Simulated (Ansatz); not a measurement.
# GaN (P6_3mc) in Ansatz: reference runs

Aim: a first look at GaN with PBE, on the cell as given and on a disturbed one.

All numbers are computed with Ansatz 0.2.0; they aren't measurements. Logs are shortened: lines on timing, memory, paths and dates and some standing lists are left out, and cuts for length are marked.

**What was measured.**

“Studying electronic properties in GaN without electrical contacts using γ-γ vs e−-γ Perturbed Angular Correlations”, 2019, pmc:6823545 quotes, for a bulk crystal of GaN: band gap 3.503 ± 0.005 eV (direct).

The runs below are set against these values where they give the same quantity.

## 1. The structure

Symmetry: P6_3mc, No. 186, hexagonal system. The conventional cell has a = 3.212 Å, b = 3.212 Å, c = 10.357 Å, α = 90.00°, β = 90.00°, γ = 120.00°. Ga (site symmetry 3m) has 4 N at 1.95 to 2.00 Å as nearest neighbours. Around Ga (site symmetry 3m) lie 3 N at 1.94 Å. N (site symmetry 3m) has 4 Ga at 1.94 to 2.00 Å as nearest neighbours. N (site symmetry 3m) is surrounded by 3 Ga at 1.95 Å.

The cell is a database's computed one.

## 2. Single point, PBE

Contents of input.yaml:

```yaml
crystal:
  lattice:
    - [3.2115377864, 0.0, 0.0]
    - [-1.6057688932, 2.7812733083, 0.0]
    - [0.0, 0.0, 10.35684]
  atoms:
    - { symbol: Ga, position: [0.0, 0.0, 0.785868] }
    - { symbol: Ga, position: [0.6666666667, 0.3333333333, 0.037349] }
    - { symbol: Ga, position: [0.3333333333, 0.6666666667, 0.537349] }
    - { symbol: Ga, position: [0.0, 0.0, 0.285868] }
    - { symbol: "N", position: [0.0, 0.0, 0.093038] }
    - { symbol: "N", position: [0.6666666667, 0.3333333333, 0.343745] }
    - { symbol: "N", position: [0.0, 0.0, 0.593038] }
    - { symbol: "N", position: [0.3333333333, 0.6666666667, 0.843745] }
hamiltonian:
  xc: pbe
  pseudopotentials: { kind: paw }
kpoints:
  mp_grid: { grid: [10, 10, 3] }
scf:
  occupations: { method: fermi_dirac, width: 0.05 }
output:
  forces: true
  stress: true
  eigenvalues: true
```

Potentials or basis: Ansatz PAW.

Command:

```sh
> ansatz run input.yaml --threads 4 --pin off --max-ram 10240MiB --backend cpu --events-out ev --progress --plain --runs-dir out
```

The program printed:

```text
Warning: RAYON_NUM_THREADS=4 ignored (pool sized by the plan → 4); use --threads N
Engine: ansatz 0.2.0, x86_64-unknown-linux-gnu
Pseudopotentials: kind: paw
Pseudopotential: Ga, paw, valence charge 13, recommended cutoff 420 eV (normal), Ga.paw.azcp
Pseudopotential: N, paw, valence charge 5, recommended cutoff 420 eV (normal), N.paw.azcp
Functional definition: PBE
  parameter kappa = 0.804
  parameter beta = 0.06672455060314922
  exchange = pbe_x(kappa = kappa, mu = beta*pi^2/3)
  correlation = pbe_c(beta = beta)
Crystal: 8 atoms, lattice volume = 92.509 Å³
Basis set: ecut = 420 eV, 1835 PW (Γ), exchange–correlation on 48×48×144 points (8 copies of the dense FFT grid, shifted against one another)
Bands: 44, of which v1, the nominal top of the filled ones, is band 36 counted from 1 (35 counted from 0)
Symmetry: 12 space group operations
Space group: P63mc (ITA 186), of the structure as read, at distance tolerance 4.5e-5 Å
k-points: 28 of 300 (time reversal used)
Non-local potential: Ga, projectors of the file, l = 0: 2, l = 1: 2, l = 2: 3, l = 3: 1
Non-local potential: N, projectors of the file, l = 0: 2, l = 1: 2, l = 2: 1
PAW form: soft (Blöchl's): semilocal exchange-correlation on the pseudo side does not see the compensation charge
PAW one-centre angular grid: Ga, 590 points (default); XC on 64 Gauss nodes
PAW one-centre angular grid: N, 110 points (default); XC on 64 Gauss nodes
Initial density: superposition of atomic densities (neutral atoms: chi_scale 0, normalization atom), corrected by the library's trained network
Initial wavefunctions: pseudopotential atomic-orbital guess
Functional: x = pbe(κ = 0.804, μ = 0.2195149727645171), c = pbe(β = 0.06672455060314922)
SCF iter   1: F=—  HF=-16669.369318 eV  |F-HF|=—  |Δ(HF+E_count)|=         —  Δρ=3.37e-3  dr2=1.13e-2  ethr=1.77e-3  ⟨swp⟩=5.9  Hψ=4362  notcnv=0  defer=13
preconditioner: auto → Resta (q_TF=auto, 2.617 Å⁻¹)  ε∞=5.1  [insulator: Δε(μ)=0.818 eV  Ē_g=16.113 eV  σ=0.050 eV  W_gap=1.00  n_scr=38 (ndim 8)  ℏωp=32.8 eV  f_vac=0.004  D(μ)=0.00/eV (n_scr^D=0)  ε∞_Penn≈5.1]
SCF iter   2: F=—  HF=-16669.368359 eV  |F-HF|=—  |Δ(HF+E_count)|=   9.59e-4  Δρ=1.50e-3  dr2=2.57e-3  ethr=1.58e-5  ⟨swp⟩=2.3  Hψ=2023  notcnv=0  defer=33
SCF iter   3: F=—  HF=-16669.368404 eV  |F-HF|=—  |Δ(HF+E_count)|=   4.51e-5  Δρ=4.38e-4  dr2=1.76e-4  ethr=3.57e-6  ⟨swp⟩=3.0  Hψ=2133  notcnv=0  defer=18
automatic band count: iteration 3 solves 43 bands in place of 44: the levels show a gap, and the empty bands left out lie too high to hold charge; the band table lists the bands solved (type scf.n_extra_bands for more)
SCF iter   4: F=—  HF=-16669.368390 eV  |F-HF|=—  |Δ(HF+E_count)|=   1.43e-5  Δρ=1.85e-4  dr2=3.95e-5  ethr=2.44e-7  ⟨swp⟩=2.0  Hψ=2075  notcnv=0  defer=18
SCF iter   5: F=—  HF=-16669.368386 eV  |F-HF|=—  |Δ(HF+E_count)|=   3.59e-6  Δρ=5.86e-5  dr2=4.56e-6  ethr=5.48e-8  ⟨swp⟩=2.0  Hψ=2063  notcnv=0  defer=18
SCF iter   6: F=—  HF=-16669.368388 eV  |F-HF|=—  |Δ(HF+E_count)|=   1.68e-6  Δρ=1.34e-5  dr2=2.07e-7  ethr=6.34e-9  ⟨swp⟩=2.0  Hψ=1629  notcnv=0  defer=18
SCF iter   7: F=-16669.368388 eV  HF=-16669.368388 eV  |F-HF|=5.31e-8  |Δ(HF+E_count)|=   1.11e-7  Δρ=6.22e-6  dr2=2.24e-8  ethr=1.39e-10  ⟨swp⟩=8.4  Hψ=5092  notcnv=0
SCF 1 converged in 7 iterations: F = -16669.368388 eV  dr2 = 2.24e-8
SCF converged after 7 iterations
Free energy (F): -16669.368388 eV
Harris-Foulkes:  -16669.368388 eV  (|F-HF|=5.31e-8)
Internal energy: -16669.368384 eV  (E = F + TS)
E sigma→0 (E₀):  -16669.368386 eV
Entropy (-TS):   -0.000003 eV (-0.000 meV/atom)
Fermi energy:    10.433985 eV
--- Per-component energies (eV) ---
  E_band       = -34.394197
  E_kinetic    = 981.934947
  E_local      = -7726.284197  (includes V_loc(G=0)·N_el)
  E_nonlocal   = 1898.294552
  E_hartree    = 3548.201800
  E_xc         = -512.560763
  E_vxc        = -533.039328  (∫ρ·V_xc dr)
  E_paw        = -8482.282829  (= ΣΔE_a)
  E_vpaw       = -1751.705769  (= ΣTr[D̂ρ^β])
  E_aug_tail   = 0.000147  (compensation charges beyond the density's cutoff)
  E_ewald      = -6376.672042
  E_smearing   = -0.000003  (= −TS)
  E_closure    = -0.000000  (closes the sum)
  Σ components = -16669.368388   (vs F -16669.368388, Δ=0.00e0)
--- Forces (eV/Å), atoms counted from 1 ---
  atom   1  Ga     0.00000000    -0.00000000     0.02343303
  atom   2  Ga     0.00000000    -0.00000000    -0.14075505
  atom   3  Ga    -0.00000000     0.00000000    -0.14075505
  atom   4  Ga     0.00000000     0.00000000     0.02343303
  atom   5  N      0.00000000     0.00000000    -0.20794268
  atom   6  N      0.00000000     0.00000000     0.32526040
  atom   7  N      0.00000000    -0.00000000    -0.20794268
  atom   8  N     -0.00000000    -0.00000000     0.32526040
  max |Σ_I F_I| component: 8.63e-6 eV/Å
--- Stress (GPa, compression-positive) ---
       -2.672826       0.000000      -0.000000
       -0.000000      -2.672826       0.000000
        0.000000       0.000000       4.948328
  P = ⅓ Tr σ = -0.1324 GPa (-1.324 kbar)
--- Band table (eV; the first three rows and the last of 28) ---
  k-point 0: bands = ["-6.3918", "-6.1097", "-5.3000", "-5.2151", "-4.4247", "-4.4247", "-4.4234", "-4.4234", "-4.2538", "-4.2538", "-4.2513", "-4.2513", "-4.2206", "-4.1645", "-3.7598", "-3.7598", "-3.7590", "-3.7590", "-3.5216", "-3.5216", "-3.5189", "-3.5189", "-3.3031", "-2.5392", "3.1319", "5.4850", "6.5922", "8.5834", "8.5834", "8.6278", "8.6278", "9.4279", "9.4279", "9.4598", "9.4598", "9.9974", "10.8117", "13.3092", "13.5124", "13.5634", "17.0076", "17.6869", "18.4827"]
  k-point 1: bands = ["-6.3313", "-6.1925", "-5.2698", "-5.2293", "-4.4244", "-4.4244", "-4.4237", "-4.4237", "-4.2532", "-4.2532", "-4.2520", "-4.2520", "-4.2122", "-4.1862", "-3.7596", "-3.7596", "-3.7592", "-3.7592", "-3.5210", "-3.5210", "-3.5196", "-3.5196", "-3.1156", "-2.7378", "3.5450", "4.5608", "7.6076", "8.5942", "8.5942", "8.6160", "8.6160", "8.9837", "9.4359", "9.4359", "9.4520", "9.4520", "11.7143", "12.7328", "13.5695", "13.6513", "17.2142", "17.5460", "18.7506"]
  k-point 2: bands = ["-6.3051", "-6.0532", "-5.2415", "-5.1852", "-4.4355", "-4.4351", "-4.4120", "-4.4111", "-4.2659", "-4.2625", "-4.2489", "-4.2475", "-4.1718", "-4.0920", "-3.7441", "-3.7425", "-3.7415", "-3.7349", "-3.5417", "-3.5323", "-3.5222", "-3.5186", "-3.2279", "-2.4624", "3.2857", "5.4413", "6.5267", "7.7981", "8.2504", "8.3369", "8.4591", "8.5062", "8.9108", "9.2170", "9.4032", "9.9431", "11.6846", "13.5951", "14.0684", "14.1461", "16.7251", "17.1777", "17.9418"]
  k-point 27: bands = ["-5.7096", "-5.6924", "-4.8916", "-4.8890", "-4.3782", "-4.3778", "-4.3515", "-4.3468", "-4.3065", "-4.3023", "-4.1726", "-4.1725", "-3.7255", "-3.7165", "-3.6597", "-3.6596", "-3.5905", "-3.5901", "-3.5287", "-3.5278", "-2.2867", "-2.2768", "-1.6147", "-1.5933", "3.3061", "3.3855", "3.7424", "4.0629", "4.8713", "5.0273", "6.0061", "6.1372", "6.9562", "7.7387", "8.8703", "8.9827", "13.0386", "13.1385", "16.1808", "16.7359", "16.7500", "16.9728", "17.6528"]
```

Wall time 1.3 s (4 threads of Intel Xeon Platinum 8488C (Sapphire Rapids), shared host); peak memory 0.47 GiB.

Results:

```
Free energy            : -16669.3684 eV
Pressure               : -0.1 GPa
Largest force          : 0.325 eV/Å
Band gap on the k mesh : 0.81 eV, direct
```

Forces on the atoms (eV/Å):
```
Ga   0.000  0.000  0.023
Ga   0.000  0.000 -0.141
Ga   0.000  0.000 -0.141
Ga   0.000  0.000  0.023
N    0.000  0.000 -0.208
N    0.000  0.000  0.325
N    0.000  0.000 -0.208
N    0.000  0.000  0.325
```

Caveat: odd divisions of the mesh miss points on the zone boundary, where band edges often lie, so the gap on the mesh can be too wide; the pressure holds a Pulay correction of +0.5 GPa for the finite cutoff.

## 3. Single point, PBE (atoms moved at random, drawn with an rms of 0.05 Å)

Contents of input.yaml:

```yaml
crystal:
  lattice:
    - [3.2115377864, 0.0, 0.0]
    - [-1.6057688932, 2.7812733083, 0.0]
    - [0.0, 0.0, 10.35684]
  atoms:
    - { symbol: Ga, position: [-0.009453, -0.014858, 0.783901] }
    - { symbol: Ga, position: [0.678825, 0.344282, 0.035621] }
    - { symbol: Ga, position: [0.335058, 0.674702, 0.535112] }
    - { symbol: Ga, position: [-0.003002, 0.00942, 0.289458] }
    - { symbol: "N", position: [0.00431, 0.009536, 0.094202] }
    - { symbol: "N", position: [0.660499, 0.328339, 0.343577] }
    - { symbol: "N", position: [-0.000736, 0.001937, 0.594287] }
    - { symbol: "N", position: [0.314489, 0.676822, 0.84497] }
hamiltonian:
  xc: pbe
  pseudopotentials: { kind: paw }
kpoints:
  mp_grid: { grid: [10, 10, 3] }
scf:
  occupations: { method: fermi_dirac, width: 0.05 }
output:
  forces: true
  stress: true
  eigenvalues: true
```

Potentials or basis: Ansatz PAW.

Command:

```sh
> ansatz run input.yaml --threads 4 --pin off --max-ram 10240MiB --backend cpu --events-out ev --progress --plain --runs-dir out
```

Wall time 5.7 s (4 threads of Intel Xeon Platinum 8488C (Sapphire Rapids), shared host); peak memory 0.75 GiB.

It converged, with:

```yaml
Free_energy: -16669.2709 eV
Pressure: -0.2 GPa
Largest_force: 1.347 eV/Å
Band_gap_on_the_k_mesh: 0.80 eV, direct
```

Forces in eV/Å, atoms in the order of the input:
```
Ga  -0.969  0.865  0.353
Ga  -0.145 -0.065  0.068
Ga   0.017 -0.149  0.144
Ga   0.228 -0.472 -0.823
N    0.226  0.010 -0.096
N   -0.194  0.443  0.733
N   -0.078  0.173 -0.676
N    0.914 -0.806  0.297
```

Stress tensor (GPa, compression positive):
```
-0.87 -2.23  1.89
-2.23 -4.55  0.16
 1.89  0.16  4.71
```

Levels at points of the mesh, in eV from the valence-band top:
```csv
k point,band 34,band 35,band 36,band 37,band 38,band 39
"(0.00, 0.00, 0.00)",-0.61,-0.28,0.00,0.80,3.30,3.44
"(0.00, -0.50, 0.00)",-1.88,-1.49,-0.72,1.87,2.45,4.63
"(-0.50, 0.00, 0.00)",-1.96,-1.45,-0.74,1.86,2.48,4.69
"(-0.50, -0.50, 0.00)",-2.01,-1.40,-0.85,1.94,2.43,4.67
```

Caveat: odd divisions of the mesh miss points on the zone boundary, where band edges often lie, so the gap on the mesh can be too wide; the pressure holds a Pulay correction of +0.5 GPa for the finite cutoff.

## 4. Against experiment

Step 2. Measured gap of GaN: 3.503 eV (direct; quoted in “Studying electronic properties in GaN without electrical contacts using γ-γ vs e−-γ Perturbed Angular Correlations”, 2019, pmc:6823545). This calculation gives 0.81 eV (-2.69 eV). So large a miss can be the level of theory's own, or it may mean another phase, state or a wrong row. Spin-orbit coupling on Ga is left out. The value is that of PBE, without temperature or zero-point motion. Semilocal functionals fall short of measured gaps as a rule. The cell is a database's relaxed one, not the measured one, which moves gaps too.
